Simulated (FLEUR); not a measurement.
# Magnetic state of free-standing square V monolayer, spacing 2.546 A from several starts, part 2 of 2

A self-consistent run ends on one state, which hangs on the start. Several orders of free-standing square V monolayer, spacing 2.546 A are started in FLEUR and their energies compared.

FLEUR MaX-R8.1; LDA (VWN); all-electron FLAPW film, Dirac cores, scalar-relativistic bands.

So far. Step 2 (Start 1: ferro +): After 53 cycles the seed has died away: no moment is left. Step 3 (Order 2, typed as antiferro q=(1/2,1/2,0) +-): It lies 33.7 meV a seeded atom under the first start, and its largest moment is 1.32 μB against 0 μB.

**4. Order 3, typed as antiferro q=(0,1/2,0) +-**

Another pattern of signs weighs the neighbour shells otherwise.

The cell is doubled to 2 atoms to hold this order. The mesh is halved along the doubled vector, so that both cells sample the same points. The k list default-1 (kpts.xml, not shown) is a Γ-centred 10×5×1 mesh.

inp.xml

```
<?xml version="1.0" encoding="UTF-8" standalone="no"?>
<fleurInput fleurInputVersion="0.39">
   <comment>
      V
   </comment>
   <calculationSetup>
      <cutoffs Kmax="3.6" Gmax="10.8" GmaxXC="10.8" numbands="0"/>
      <scfLoop itmax="120" minDistance="0.00002" maxIterBroyd="15" imix="Anderson" alpha="0.03" precondParam="0.0" spinf="2.0" sdNocoIR="T"/>
      <coreElectrons ctail="T" frcor="F" kcrel="0" coretail_lmax="0"/>
      <xcFunctional name="vwn" relativisticCorrections="F"/>
      <magnetism jspins="2"/>
      <soc l_soc="F" theta="0.0" phi="0.0" spav="F"/>
      <expertModes spex="0" secvar="F"/>
      <geometryOptimization l_f="F" forcealpha="1.0" forcemix="BFGS" epsdisp="0.00001" epsforce="0.00001"/>
      <ldaU l_linMix="F" mixParam="0.05" spinf="1.0"/>
   </calculationSetup>
   <cell>
      <bzIntegration valenceElectrons="26.0" mode="hist" fermiSmearingEnergy="0.00293995">
         <kPointListSelection listName="default-1"/>
         <xi:include xmlns:xi="http://www.w3.org/2001/XInclude" href="kpts.xml"> </xi:include>
      </bzIntegration>
      <xi:include xmlns:xi="http://www.w3.org/2001/XInclude" href="sym.xml"> </xi:include>
      <filmLattice scale="1.0" dVac="5.38" dTilda="7.88">
         <bravaisMatrixFilm>
            <row-1>    4.8112427132315991     0.0000000000000000</row-1>
            <row-2>    0.0000000000000000     9.6224854264631983</row-2>
         </bravaisMatrixFilm>
         <vacuumEnergyParameters vacuum="1" spinUp="-.25" spinDown="-.25"/>
      </filmLattice>
   </cell>
   <atomSpecies>
      <species name="Vanadium (1.500" element="V" atomicNumber="23">
         <mtSphere radius="2.29" gridPoints="757" logIncrement="0.016"/>
         <atomicCutoffs lmax="8" lnonsphr="6"/>
         <electronConfig flipSpins="F">
            <coreConfig>(1s1/2) (2s1/2) (2p1/2) (2p3/2)</coreConfig>
            <valenceConfig>(3s1/2) (3p1/2) (3p3/2) (4s1/2) (3d3/2) (3d5/2)</valenceConfig>
            <stateOccupation state="(3d3/2)" spinUp="0.6" spinDown="0.6"/>
            <stateOccupation state="(3d5/2)" spinUp="1.65" spinDown="0.15"/>
         </electronConfig>
         <energyParameters s="4" p="4" d="3" f="4"/>
         <lo type="SCLO" l="0" n="3" eDeriv="0"/>
         <lo type="SCLO" l="1" n="3" eDeriv="0"/>
      </species>
      <species name="Vanadium (-1.500" element="V" atomicNumber="23">
         <mtSphere radius="2.29" gridPoints="757" logIncrement="0.016"/>
         <atomicCutoffs lmax="8" lnonsphr="6"/>
         <electronConfig flipSpins="F">
            <coreConfig>(1s1/2) (2s1/2) (2p1/2) (2p3/2)</coreConfig>
            <valenceConfig>(3s1/2) (3p1/2) (3p3/2) (4s1/2) (3d3/2) (3d5/2)</valenceConfig>
            <stateOccupation state="(3d3/2)" spinUp="0.6" spinDown="0.6"/>
            <stateOccupation state="(3d5/2)" spinUp="0.15" spinDown="1.65"/>
         </electronConfig>
         <energyParameters s="4" p="4" d="3" f="4"/>
         <lo type="SCLO" l="0" n="3" eDeriv="0"/>
         <lo type="SCLO" l="1" n="3" eDeriv="0"/>
      </species>
   </atomSpecies>
   <atomGroups>
      <atomGroup species="Vanadium (1.500">
         <filmPos label="                   1">.0000000000 .0000000000 .0000000000</filmPos>
         <force calculate="T" relaxXYZ="TTT"/>
      </atomGroup>
      <atomGroup species="Vanadium (-1.500">
         <filmPos label="                   2">.0000000000 1.000/2.000 .0000000000</filmPos>
         <force calculate="T" relaxXYZ="TTT"/>
      </atomGroup>
   </atomGroups>
   <output dos="F" band="F" slice="F">
      <bandDOS minEnergy="-.5*Htr" maxEnergy="0.5*Htr" sigma="0.015" storeEVData="T"/>
      <plotting iplot="0" polar="F">
         <plot TwoD="T" vec1="  1.0  0.0  0.0" vec2="  0.0  1.0  0.0" vec3="  0.0  0.0  1.0" zero="  0.0  0.0 -0.5" file="plot"/>
      </plotting>
      <moessbauerParams electricFieldGradient="F" isomerShift="F" coreHyperfine="F" valenceHyperfine="F"/>
   </output>
</fleurInput>
```

crystal.txt

```
V
&input film=T cartesian=F /
2.54600000000  0.00000000000  0.00000000000
0.00000000000  5.09200000000  0.00000000000
0.00000000000  0.00000000000  1.00000000000
1.8897261246
1.0 1.0 1.0

2
23 0.00000000000  0.00000000000  0.00000000000 : 1.500
23 0.00000000000  0.50000000000  0.00000000000 : -1.500

&kpt div1=10 div2=5 div3=1 gamma=T /
```

The run is started by

```sh
$ OMP_NUM_THREADS=1 inpgen -f crystal.txt > inpgen.log  # inp.xml is then edited as shown
$ OMP_NUM_THREADS=1 mpirun -n 2 fleur_MPI > fleur.log
```

What it wrote:

```text
[banner, memory and clock lines left out]
Welcome to FLEUR        (www.flapw.de)
      MaX-Release 8.1          (www.max-centre.eu)

 ========== k-point set info ==========
 Selected k-point list: default-1
 k-point list type: mesh
 10 x 5 x 1
 Number of k points: 18

 [... set-up left out ...]
 Iteration:     1   Distance:      14.47486019 me/bohr^3
 Iteration:     2   Distance:      13.41348467 me/bohr^3
 Iteration:     3   Distance:       6.69872338 me/bohr^3
 Iteration:     4   Distance:       6.37777692 me/bohr^3
 Iteration:     5   Distance:       3.05683107 me/bohr^3
[...]
<sumOfEigenvalues value="    -1126.0644860754">
               <coreElectrons value="-1095.2484760639"/>
               <valenceElectrons value="-30.8160100115"/>
            </sumOfEigenvalues>
         [... left out ...]
            <freeEnergy value="-1894.6338524986"/>
            <extrapolationTo0K value="-1894.6317378342"/>
         </totalEnergy>
         <densityConvergence units="me/bohr^3">
            <chargeDensity spin="1" distance="0.0000082505"/>
            <chargeDensity spin="2" distance="0.0000086461"/>
            <overallChargeDensity distance="0.0000099555"/>
            <spinDensity distance="0.0000136579"/>
         </densityConvergence>
      </iteration>
```

It took 49 s on 2 MPI ranks of Intel Xeon at 2.70GHz, shared host; peak memory 0.19 GiB.

Spin moment in the muffin-tin sphere by atom:

| atom | spin moment in the muffin-tin sphere (μB) |
| --- | --- |
| V1 | 1.39 |
| V2 | -1.39 |

Read from the output:

```yaml
free_energy: -51555.6136 eV
program_s_band_gap_on_this_mesh_in_a_metal_only_a_level_spacing: 0.009225 eV
magnetization: 0 μB
final_state: antiferromagnetic
```

It lies 17.5 meV a seeded atom under the first start, and its largest moment is 1.39 μB against 0 μB.

**5. Run 4 (no spin polarisation)**

Without spin polarisation no moment can form, so the difference from the other runs is what forming moments gains.

The k list default-1 (kpts.xml, not shown) is a Γ-centred 10×10×1 mesh.

inp.xml

```
<?xml version="1.0" encoding="UTF-8" standalone="no"?>
<fleurInput fleurInputVersion="0.39">
   <comment>
      V
   </comment>
   <calculationSetup>
      <cutoffs Kmax="3.6" Gmax="10.8" GmaxXC="10.8" numbands="0"/>
      <scfLoop itmax="120" minDistance="0.00002" maxIterBroyd="15" imix="Anderson" alpha="0.03" precondParam="0.0" spinf="2.0" sdNocoIR="T"/>
      <coreElectrons ctail="T" frcor="F" kcrel="0" coretail_lmax="0"/>
      <xcFunctional name="vwn" relativisticCorrections="F"/>
      <magnetism jspins="1"/>
      <soc l_soc="F" theta="0.0" phi="0.0" spav="F"/>
      <expertModes spex="0" secvar="F"/>
      <geometryOptimization l_f="F" forcealpha="1.0" forcemix="BFGS" epsdisp="0.00001" epsforce="0.00001"/>
      <ldaU l_linMix="F" mixParam="0.05" spinf="1.0"/>
   </calculationSetup>
   <cell>
      <bzIntegration valenceElectrons="13.0" mode="hist" fermiSmearingEnergy="0.00293995">
         <kPointListSelection listName="default-1"/>
         <xi:include xmlns:xi="http://www.w3.org/2001/XInclude" href="kpts.xml"> </xi:include>
      </bzIntegration>
      <xi:include xmlns:xi="http://www.w3.org/2001/XInclude" href="sym.xml"> </xi:include>
      <filmLattice scale="1.0" dVac="5.38" dTilda="7.88">
         <bravaisMatrixFilm>
            <row-1>    4.8112427132315991     0.0000000000000000</row-1>
            <row-2>    0.0000000000000000     4.8112427132315991</row-2>
         </bravaisMatrixFilm>
         <vacuumEnergyParameters vacuum="1" spinUp="-.25" spinDown="-.25"/>
      </filmLattice>
   </cell>
   <atomSpecies>
      <species name="Vanadium (V)" element="V" atomicNumber="23">
         <mtSphere radius="2.29" gridPoints="757" logIncrement="0.016"/>
         <atomicCutoffs lmax="8" lnonsphr="6"/>
         <electronConfig flipSpins="F">
            <coreConfig>(1s1/2) (2s1/2) (2p1/2) (2p3/2)</coreConfig>
            <valenceConfig>(3s1/2) (3p1/2) (3p3/2) (4s1/2) (3d3/2) (3d5/2)</valenceConfig>
            <stateOccupation state="(3d3/2)" spinUp="0.600000" spinDown="0.600000"/>
            <stateOccupation state="(3d5/2)" spinUp="0.900000" spinDown="0.900000"/>
         </electronConfig>
         <energyParameters s="4" p="4" d="3" f="4"/>
         <lo type="SCLO" l="0" n="3" eDeriv="0"/>
         <lo type="SCLO" l="1" n="3" eDeriv="0"/>
      </species>
   </atomSpecies>
   <atomGroups>
      <atomGroup species="Vanadium (V)">
         <filmPos label="                   1">.0000000000 .0000000000 .0000000000</filmPos>
         <force calculate="T" relaxXYZ="TTT"/>
      </atomGroup>
   </atomGroups>
   <output dos="F" band="F" slice="F">
      <bandDOS minEnergy="-.5*Htr" maxEnergy="0.5*Htr" sigma="0.015" storeEVData="T"/>
      <plotting iplot="0" polar="F">
         <plot TwoD="T" vec1="  1.0  0.0  0.0" vec2="  0.0  1.0  0.0" vec3="  0.0  0.0  1.0" zero="  0.0  0.0 -0.5" file="plot"/>
      </plotting>
      <moessbauerParams electricFieldGradient="F" isomerShift="F" coreHyperfine="F" valenceHyperfine="F"/>
   </output>
</fleurInput>
```

crystal.txt

```
V
&input film=T cartesian=F /
2.54600000000  0.00000000000  0.00000000000
0.00000000000  2.54600000000  0.00000000000
0.00000000000  0.00000000000  1.00000000000
1.8897261246
1.0 1.0 1.0

1
23 0.00000000000  0.00000000000  0.00000000000

&kpt div1=10 div2=10 div3=1 gamma=T /
```

What it wrote:

```text
[banner, memory and clock lines left out]
Welcome to FLEUR        (www.flapw.de)
      MaX-Release 8.1          (www.max-centre.eu)

 ========== k-point set info ==========
 Selected k-point list: default-1
 k-point list type: mesh
 0 x 0 x 0
 Number of k points: 22

 [... set-up left out ...]
 Iteration:     1   Distance:      16.09081511 me/bohr^3
 Iteration:     2   Distance:      15.13609024 me/bohr^3
 Iteration:     3   Distance:       7.66777928 me/bohr^3
 Iteration:     4   Distance:       7.05577846 me/bohr^3
 Iteration:     5   Distance:       5.43721622 me/bohr^3
[...]
<FermiEnergy value="-0.1804923987" units="Htr"/>
         [... left out ...]
         <totalEnergy value="     -947.3140760830" units="Htr">
            <sumOfEigenvalues value="     -563.2315362940">
               <coreElectrons value="-547.7447672378"/>
               <valenceElectrons value="-15.4867690562"/>
            </sumOfEigenvalues>
         [... left out ...]
            <freeEnergy value="-947.3162820958"/>
            <extrapolationTo0K value="-947.3151790894"/>
         </totalEnergy>
         <densityConvergence units="me/bohr^3">
            <chargeDensity spin="1" distance="0.0000188070"/>
         </densityConvergence>
      </iteration>
```

Elapsed: 6.8 s, on 2 MPI ranks; peak memory 0.11 GiB.

Read from the output:

- free energy: -25777.7892 eV
- program's band gap on this mesh (in a metal only a level spacing): 0.04005 eV
- final state: non-magnetic (no spin polarisation)

It ends in the same state without moments as the first start; the 3.6e-4 meV a seeded atom between them is numerical noise.

**6. A faulty input**

An input with a fault is tried, to see how the program answers.

inp.xml

```
<?xml version="1.0" encoding="UTF-8" standalone="no"?>
<fleurInput fleurInputVersion="0.39">
   <comment>
      V
   </comment>
   <calculationSetup>
      <cutoffs Kmax="3.6" Gmax="10.8" GmaxXC="10.8" numbands="0"/>
      <scfLoop itmax="100" minDistance="0.00002" maxIterBroyd="15" imix="Anderson" alpha="0.03" precondParam="0.0" spinf="2.0" sdNocoIR="T"/>
      <coreElectrons ctail="T" frcor="F" kcrel="0" coretail_lmax="0"/>
      <xcFunctional name="pbe96" relativisticCorrections="F"/>
      <magnetism jspins="2"/>
      <soc l_soc="F" theta="0.0" phi="0.0" spav="F"/>
      <expertModes spex="0" secvar="F"/>
      <geometryOptimization l_f="F" forcealpha="1.0" forcemix="BFGS" epsdisp="0.00001" epsforce="0.00001"/>
      <ldaU l_linMix="F" mixParam="0.05" spinf="1.0"/>
   </calculationSetup>
   <cell>
      <bzIntegration valenceElectrons="13.0" mode="hist" fermiSmearingEnergy="0.00293995">
         <kPointListSelection listName="default-1"/>
         <xi:include xmlns:xi="http://www.w3.org/2001/XInclude" href="kpts.xml"> </xi:include>
      </bzIntegration>
      <xi:include xmlns:xi="http://www.w3.org/2001/XInclude" href="sym.xml"> </xi:include>
      <filmLattice scale="1.0" dVac="5.38" dTilda="7.88">
         <bravaisMatrixFilm>
            <row-1>    4.8112427132315991     0.0000000000000000</row-1>
            <row-2>    0.0000000000000000     4.8112427132315991</row-2>
         </bravaisMatrixFilm>
         <vacuumEnergyParameters vacuum="1" spinUp="-.25" spinDown="-.25"/>
      </filmLattice>
   </cell>
   <atomSpecies>
      <species name="Vanadium (1.500" element="V" atomicNumber="23">
         <mtSphere radius="2.29" gridPoints="757" logIncrement="0.016"/>
         <atomicCutoffs lmax="8" lnonsphr="6"/>
         <electronConfig flipSpins="F">
            <coreConfig>(1s1/2) (2s1/2) (2p1/2) (2p3/2)</coreConfig>
            <valenceConfig>(3s1/2) (3p1/2) (3p3/2) (4s1/2) (3d3/2) (3d5/2)</valenceConfig>
            <stateOccupation state="(3d3/2)" spinUp="0.6" spinDown="0.6"/>
            <stateOccupation state="(3d5/2)" spinUp="1.65" spinDown="0.15"/>
         </electronConfig>
         <energyParameters s="4" p="4" d="3" f="4"/>
         <lo type="SCLO" l="0" n="3" eDeriv="0"/>
         <lo type="SCLO" l="1" n="3" eDeriv="0"/>
      </species>
   </atomSpecies>
   <atomGroups>
      <atomGroup species="Vanadium (1.500">
         <filmPos label="                   1">.0000000000 .0000000000 .0000000000</filmPos>
         <force calculate="T" relaxXYZ="TTT"/>
      </atomGroup>
   </atomGroups>
   <output dos="F" band="F" slice="F">
      <bandDOS minEnergy="-.5*Htr" maxEnergy="0.5*Htr" sigma="0.015" storeEVData="T"/>
      <plotting iplot="0" polar="F">
         <plot TwoD="T" vec1="  1.0  0.0  0.0" vec2="  0.0  1.0  0.0" vec3="  0.0  0.0  1.0" zero="  0.0  0.0 -0.5" file="plot"/>
      </plotting>
      <moessbauerParams electricFieldGradient="F" isomerShift="F" coreHyperfine="F" valenceHyperfine="F"/>
   </output>
</fleurInput>
```

crystal.txt

```
V
&input film=T cartesian=F /
2.54600000000  0.00000000000  0.00000000000
0.00000000000  2.54600000000  0.00000000000
0.00000000000  0.00000000000  1.00000000000
1.8897261246
1.0 1.0 1.0

1
23 0.00000000000  0.00000000000  0.00000000000 : 1.500

&kpt div1=10 div2=10 div3=1 gamma=T /
```

What it wrote:

```text
Welcome to FLEUR        (www.flapw.de)
      MaX-Release 8.1          (www.max-centre.eu)
inp.xml:10: Schemas validity error : Element 'xcFunctional', attribute 'name': [facet 'enumeration'] The value 'pbe96' is not an element of the set {'x-a', 'mjw', 'pz', 'bh', 'wign', 'hl', 'vwn', 'xal', 'l91', 'pw91', 'pbe', 'rpbe', 'Rpbe', 'wc', 'PBEs', 'pbe0', 'hse', 'vhse', 'lhse', 'hf', 'LibXC'}.
**************FLEUR-Error*****************
Error message: XML document cannot be validated against Schema.
Error occurred in subroutine: xml%ValidateDoc
Hint: If there are no details listed above this message use 'xmllint --xinclude --schema FleurInputSchema.xsd inp.xml'.
Error from PE:0/2
*****************************************

Memory (rank 0): 0.029 GB (peak 0.027 GB)
```

Wall time 2.8 s (2 MPI ranks); peak memory 0.07 GiB.

The program refused the input before any cycle.

The program's message: “XML document cannot be validated against Schema.”

The fault in the input: an unknown functional.

The functional must be one that the program lists.

**7. Ranking**

Free energies are divided by the number of seeded atoms, so that cells of unlike size compare. Wavevectors q in the names are fractions of the primitive cell's reciprocal vectors.

Orders:

| start | final state | typed order kept | energy over the lowest (meV a seeded atom) | largest sphere moment (μB) | net moment (μB a primitive cell) | mesh matched | CPU time (s) |
| --- | --- | --- | --- | --- | --- | --- | --- |
| ferro + | non-magnetic | no | 33.73 | 0 | 0 | yes | 59.46 |
| antiferro q=(1/2,1/2,0) +- | antiferromagnetic | yes | 0 | 1.324 | 0 | yes | 76.02 |
| antiferro q=(0,1/2,0) +- | antiferromagnetic | yes | 16.2 | 1.387 | 0 | yes | 97.98 |
| no spin polarisation | non-magnetic | - | 33.73 | 0 | 0 | yes | 13.05 |

**8. Summary of results**

| Property | Result |
| --- | --- |
| lowest state found | antiferromagnetic (typed antiferro q=(1/2,1/2,0) +-) |
| largest site spin moment | 1.32 μB |
| next finished state | antiferromagnetic, 16.2 meV a seeded atom higher |
| energy gained by spin polarisation | 33.7 meV a seeded atom |

**Reading.** The lowest state found is antiferromagnetic, reached from the start antiferro q=(1/2,1/2,0) +-, with moments up to 1.32 μB. The next finished state costs 16 meV a seeded atom. 1 start left the typed pattern (a sign turned, or a seeded moment died or shrank under 0.15 μB), so such an energy belongs to the state reached, not the one typed. This is the lowest of 4 finished starts, no proof of the ground state.

[Logs and program files are shortened in this print: banners, set-up blocks, solver, clock and traceback lines can be left out without a mark of their own.]

[Logs are printed without paths, hosts, clocks, repeated set-up lines and the standing remarks that a program may print on its own settings, such as how far it seeks lower states.]

[Hosts, paths, dates, database ids (printed as entryN), source tags and the programs' standing remarks are cut or masked in the printed files.]

[Where a cell is said to come from a database of computed structures, the database is the Materials Project.]
